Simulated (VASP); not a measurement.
# PtS2 (P-3m1) in VASP: a series of runs

One crystal, PtS2, is run at these levels: PBE; tasks: dielectric tensor.

Program: VASP 6.6.1. These are calculated values, not measurements. Logs are shortened: lines on timing, memory, paths and dates and some standing lists are left out, and cuts for length are marked.

### 1 Starting point

Symmetry: P-3m1, No. 164, trigonal system. Conventional cell: a = 3.543 Å, b = 3.543 Å, c = 5.039 Å, α = 90.00°, β = 90.00°, γ = 120.00°. Pt (site symmetry -3m) has 6 S at 2.34 Å as nearest neighbours. S (site symmetry 3m) is surrounded by 3 Pt at 2.34 Å.

### 2 Dielectric tensor, PBE

Input file INCAR:

```
  PREC = Accurate
  ENCUT = 520
  EDIFF = 1E-8
  ISMEAR = 0
  SIGMA = 0.01
  LREAL = False
  LASPH = True
  NELM = 100
  ALGO = Normal
  ISIF = 2
  LWAVE = False
  LCHARG = False
  GGA = PE
  LEPSILON = True
```

Input file KPOINTS:

```
regular mesh
0
Gamma
  8 8 5
```

Input file POSCAR:

```
PtS2
1.0
    3.5432000000      0.0000000000      0.0000000000
   -1.7716000000      3.0685012107      0.0000000000
    0.0000000000      0.0000000000      5.0388000000
Pt S
1 2
Direct
    0.0000000000      0.0000000000      0.0000000000
    0.6666666667      0.3333333333      0.7730000000
    0.3333333333      0.6666666667      0.2270000000
```

Potentials or basis: VASP PAW PBE potentials, release 64 (Pt, S).

Launch:

```console
$ cat potpaw_PBE.64/Pt/POTCAR potpaw_PBE.64/S/POTCAR > POTCAR
$ mpirun -np 1 vasp_std > vasp.out
```

OUTCAR:

```text
PREC = Accurate
   ENCUT = 520
   EDIFF = 1E-8
   ISMEAR = 0
   LREAL = False
   LASPH = True
   NELM = 100
   ISIF = 2
   GGA = PE
   LEPSILON = True

 Found     40 irreducible k-points:

 Following reciprocal coordinates:
            Coordinates               Weight
  0.000000  0.000000  0.000000      1.000000
  0.125000  0.000000  0.000000      6.000000
  0.250000  0.000000  0.000000      6.000000
  0.375000  0.000000  0.000000      6.000000
  0.500000  0.000000  0.000000      3.000000
  0.125000  0.125000  0.000000      6.000000
   k-points           NKPTS =     40   k-points in BZ     NKDIM =     40   number of bands    NBANDS=     15
   number of dos      NEDOS =    301   number of ions     NIONS =      3
   total plane-waves  NPLWV =  31360
   dimension x,y,z NGX =    28 NGY =   28 NGZ =   40
   dimension x,y,z NGXF=    56 NGYF=   56 NGZF=   80
   ions per type =               1   2
   NGX,Y,Z   is equivalent  to a cutoff of  13.14, 13.14, 13.20 a.u.
   NGXF,Y,Z  is equivalent  to a cutoff of  26.28, 26.28, 26.39 a.u.
 SYSTEM =  unknown system
   PREC   = accura    normal or accurate (medium, high low for compatibility)
   ISTART =      0    job   : 0-new  1-cont  2-samecut
   ICHARG =      2    charge: 1-file 2-atom 10-const
   ISPIN  =      1    spin polarized calculation?
   LNONCOLLINEAR =      F non collinear calculations
   LSORBIT =      F    spin-orbit coupling
   LASPH  =      T    aspherical Exc in radial PAW
   ENCUT  =  520.0 eV  38.22 Ry    6.18 a.u.   6.59  6.59  9.37*2*pi/ulx,y,z
   NELM   =    100;   NELMIN=  2; NELMDL= -5     # of ELM steps
   EDIFF  = 0.1E-07   stopping-criterion for ELM
   LREAL  =      F    real-space projection
   EDIFFG = 0.1E-06   stopping-criterion for IOM
   NSW    =      0    number of steps for IOM
   IBRION =     -1    ionic relax: 0-MD 1-quasi-New 2-CG
   NFREE  =      0    steps in history (QN), initial steepest desc. (CG)
   ISIF   =      2    stress and relaxation
   ISYM   =      2    0-nonsym 1-usesym 2-fastsym
   POTIM  = 0.5000    time-step for ionic-motion
   TEBEG  =    0.0;   TEEND  =   0.0 temperature during run
   PSTRESS=    0.0 pullay stress
   NELECT =      22.0000    total number of electrons
   NUPDOWN=      -1.0000    fix difference up-down
   EMIN   =  10.00;   EMAX   =-10.00  energy-range for DOS
   EFERMI =   0.00;   METHOD = LEGACY
   ISMEAR =     0;   SIGMA  =   0.01  broadening in eV -4-tet -1-fermi 0-gaus
   EFERMI_NEDOS =   21; number of points for ismear=-14 and -15
   IALGO  =     38    algorithm
   IMIX   =      4    mixing-type and parameters
     AMIX     =   0.40;   BMIX     =  1.00
     AMIX_MAG =   1.60;   BMIX_MAG =  1.00
  volume/ion in A,a.u.               =      18.26       123.23
  Fermi-wavevector in a.u.,A,eV,Ry     =   1.207812  2.282434 19.848315  1.458810
  Thomas-Fermi vector in A             =   2.343439
   LORBIT       =      0    0 simple, 1 ext, 2 COOP (PROOUT), +10 PAW based schemes
   GGA     = PE    functional components
   LHFCALC =     F    Hartree Fock is set to
   AEXX    =    0.0000 exact exchange contribution
   IVDW    =     0    specifies the selected vdW correction
   LEPSILON=     T    determine dielectric tensor
   LRPA    =     F    only Hartree local field effects (RPA)
 non-spin polarized calculation
 Gauss-broadening in eV      SIGMA  =   0.01
  energy-cutoff  :      520.00
  volume of cell :       54.78
 maximum number of plane-waves:      1507
 NGX is ok and might be reduce to    28
   NGX = 13   NGY = 13   NGZ = 19

--------------------------------------- Ionic step        1  -------------------------------------------

 number of electron      22.0000001 magnetization

 E-fermi :   6.7864     XC(G=0): -10.5744

 val. band max:        6.6910734919   @ k =   0.1250   0.0000   0.0000
 cond. band min:       7.6688849995   @ k =   0.0000   0.2500   0.2000
 fundamental gap:      0.9778115077
 Fermi energy:         6.7864165334

 k-point     1 :       0.0000    0.0000    0.0000
  band No.  band energies     occupation
      1      -8.8194      2.00000
      2      -5.5785      2.00000
      3      -0.2979      2.00000
      4      -0.2979      2.00000
      5      -0.1783      2.00000
      6       2.7623      2.00000
      7       2.7623      2.00000
      8       4.9459      2.00000
      9       5.5963      2.00000
     10       5.5963      2.00000
     11       6.6166      2.00000
     12       9.1956      0.00000
     13       9.1956      0.00000
     14      11.5322      0.00000
     15      12.5126      0.00000

 k-point     2 :       0.1250    0.0000    0.0000
  band No.  band energies     occupation
      1      -8.6107      2.00000
      2      -5.7106      2.00000
      3      -0.1566      2.00000
      4      -0.1323      2.00000
      5       0.0351      2.00000
      6       2.4537      2.00000
      7       2.6100      2.00000
      8       4.3672      2.00000
      9       5.5741      2.00000
     10       5.5968      2.00000
     11       6.6911      2.00000
     12       8.4811      0.00000
     13       9.0525      0.00000
     14      12.4104      0.00000
     15      13.2259      0.00000

 k-point     3 :       0.2500    0.0000    0.0000
  band No.  band energies     occupation
      1      -8.0376      2.00000
      2      -6.0108      2.00000
      3       0.1576      2.00000
      4       0.1871      2.00000
      5       0.6818      2.00000
      6       1.5416      2.00000
      7       2.4141      2.00000
      8       3.7024      2.00000
      9       5.2349      2.00000
     10       5.2380      2.00000
     11       6.0640      2.00000
     12       8.2802      0.00000
     13       9.0780      0.00000
     14      12.2947      0.00000
     15      14.4344      0.00000

 k-point     4 :       0.3750    0.0000    0.0000
  band No.  band energies     occupation
      1      -7.2927      2.00000
      2      -6.3194      2.00000
      3      -0.3113      2.00000
      4       0.4816      2.00000
      5       1.2598      2.00000
      6       1.6517      2.00000
      7       2.6215      2.00000
      8       3.4750      2.00000
      9       4.3727      2.00000
     10       4.4083      2.00000
     11       5.0372      2.00000
     12       8.4554      0.00000
     13       9.4015      0.00000
     14      12.1120      0.00000
     15      13.8951      0.00000

 k-point     5 :       0.5000    0.0000    0.0000
  band No.  band energies     occupation
      1      -6.8095      2.00000
      2      -6.5489      2.00000
      3      -0.8217      2.00000
      4       0.5631      2.00000
      5       1.4990      2.00000
      6       2.3575      2.00000
      7       3.3248      2.00000
      8       3.4255      2.00000
      9       3.5172      2.00000
     10       3.7370      2.00000
     11       4.3870      2.00000
     12       8.5262      0.00000
     13       9.5786      0.00000
     14      12.2701      0.00000
     15      13.2883      0.00000

 k-point     6 :       0.1250    0.1250    0.0000
  band No.  band energies     occupation
      1      -8.2185      2.00000
      2      -5.9234      2.00000
      3       0.0592      2.00000
      4       0.1676      2.00000
      5       0.4199      2.00000
      6       2.0452      2.00000
      7       2.1859      2.00000
      8       3.8208      2.00000
      9       5.2799      2.00000
     10       5.3724      2.00000
     11       6.6131      2.00000
     12       8.4961      0.00000
     13       8.4990      0.00000
     14      13.3074      0.00000
     15      13.4118      0.00000

 [... further k-points ...]

  FORCE on cell =-STRESS in cart. coord.  units (eV):
  Direction    XX          YY          ZZ          XY          YZ          ZX
  --------------------------------------------------------------------------------------
  -------------------------------------------------------------------------------------
  Total        3.9581869      3.9581869      3.4496688      0.0000000      0.0000000      0.0000000
  in kB      115.7598061    115.7598061    100.8878554      0.0000000      0.0000000      0.0000000
  external PRESSURE =     110.8024892 kB  Pullay stress =       0.0000000 kB

 VOLUME and BASIS-vectors are now :
 -----------------------------------------------------------------------------
  energy-cutoff  :      520.00
  volume of cell :       54.78
      direct lattice vectors                 reciprocal lattice vectors
     3.543200000  0.000000000  0.000000000     0.282230752  0.162946001  0.000000000
    -1.771600000  3.068501211  0.000000000     0.000000000  0.325892001  0.000000000
     0.000000000  0.000000000  5.038800000     0.000000000  0.000000000  0.198459951

 POSITION                                       TOTAL-FORCE (eV/Angst)
 -----------------------------------------------------------------------------------
      0.00000      0.00000      0.00000         0.000000      0.000000     -0.000000
      1.77160      1.02283      3.89499        -0.000000      0.000000     -1.213578
     -0.00000      2.04567      1.14381         0.000000     -0.000000      1.213578
 -----------------------------------------------------------------------------------
    total drift:                                0.000000     -0.000000      0.000000

  FREE ENERGIE OF THE ION-ELECTRON SYSTEM (eV)
  ---------------------------------------------------
  free  energy   TOTEN  =       -15.2713287069 eV

  energy  without entropy=      -15.2713287069  energy(sigma->0) =      -15.27132871

 HEAD OF MICROSCOPIC STATIC DIELECTRIC TENSOR (INDEPENDENT PARTICLE, excluding Hartree and local field effects)
 ------------------------------------------------------
          19.597834     0.000000     0.000000
           0.000000    19.597834     0.000000
           0.000000     0.000000    12.836928
 ------------------------------------------------------

 Free energy of the ion-electron system (eV)
  ---------------------------------------------------
  ---------------------------------------------------
  free energy    TOTEN  =        -2.84009338 eV

  energy without entropy =       -2.84009338

------------------------ aborting loop because EDIFF is reached ----------------------------------------

--------------------------------------- Ionic step        2  -------------------------------------------

------------------------ aborting loop because EDIFF is reached ----------------------------------------

--------------------------------------- Ionic step        3  -------------------------------------------

 Free energy of the ion-electron system (eV)
  ---------------------------------------------------
  ---------------------------------------------------
  free energy    TOTEN  =        -1.42166083 eV

  energy without entropy =       -1.42166083

------------------------ aborting loop because EDIFF is reached ----------------------------------------

 PIEZOELECTRIC TENSOR FIELD DIRECTION 3  (e Angst)
 -----------------------------------------------------------------------------
     0.00640  0.00000  0.00000           (  0.00007  0.00000  0.00000)
     0.00000  0.00640  0.00000           (  0.00000  0.00007  0.00000)
     0.00000  0.00000 -0.01980           (  0.00000  0.00000 -0.00000)

 PIEZOELECTRIC TENSOR FIELD DIRECTION 3  (C/m^2)
 -----------------------------------------------------------------------------
     0.00187  0.00000  0.00000
     0.00000  0.00187  0.00000
     0.00000  0.00000 -0.00579

 MACROSCOPIC STATIC DIELECTRIC TENSOR (including local field effects in DFT)
 ------------------------------------------------------
          18.365249     0.000000     0.000000
           0.000000    18.365249     0.000000
           0.000000     0.000000     9.969253
 ------------------------------------------------------

 PIEZOELECTRIC TENSOR (including local field effects)  for field in x, y, z        (e  Angst)
          XX          YY          ZZ          XY          YZ          ZX
  --------------------------------------------------------------------------------
  x     0.00000     0.00000     0.00000     0.00000     0.00000     0.00000
  y     0.00000     0.00000     0.00000     0.00000     0.00000     0.00000
  z     0.00000     0.00000     0.00000     0.00000     0.00000     0.00000

 PIEZOELECTRIC TENSOR (including local field effects)  for field in x, y, z        (C/m^2)
          XX          YY          ZZ          XY          YZ          ZX
  --------------------------------------------------------------------------------
  x     0.00000     0.00000     0.00000     0.00000     0.00000     0.00000
  y     0.00000     0.00000     0.00000     0.00000     0.00000     0.00000
  z     0.00000     0.00000     0.00000     0.00000     0.00000     0.00000

 BORN EFFECTIVE CHARGES (including local field effects) (in |e|, cummulative output)
 ---------------------------------------------------------------------------------
 ion    1
    1     2.96059     0.00000     0.00000
    2     0.00000     2.96059    -0.00000
    3     0.00000    -0.00000    -0.56545
 ion    2
    1    -1.48029     0.00000     0.00000
    2     0.00000    -1.48029    -0.00000
    3    -0.00000    -0.00000     0.28272
 ion    3
    1    -1.48029     0.00000     0.00000
    2     0.00000    -1.48029    -0.00000
    3    -0.00000    -0.00000     0.28272
```

Wall time 4.1 min (1 thread of Intel Xeon Platinum 8488C (Sapphire Rapids), shared host); peak memory 0.35 GiB.

These settings aren't checked as converged: the numbers below hold their error.

What came out:

| Quantity | Value |
| --- | --- |
| Band gap on the k mesh | 0.98 eV, indirect (least direct gap 1.02 eV) |
| Electronic dielectric tensor (diagonal) | 18.37, 18.37, 9.97 |
| Born charges (mean of the diagonal) | Pt +1.79; S -0.89 e |

Caveat: spin-orbit coupling is left out, which moves the levels of the heavy elements; an odd mesh through Γ misses points on the zone boundary, where band edges often lie.

(Part 1 of 2 ends here.)
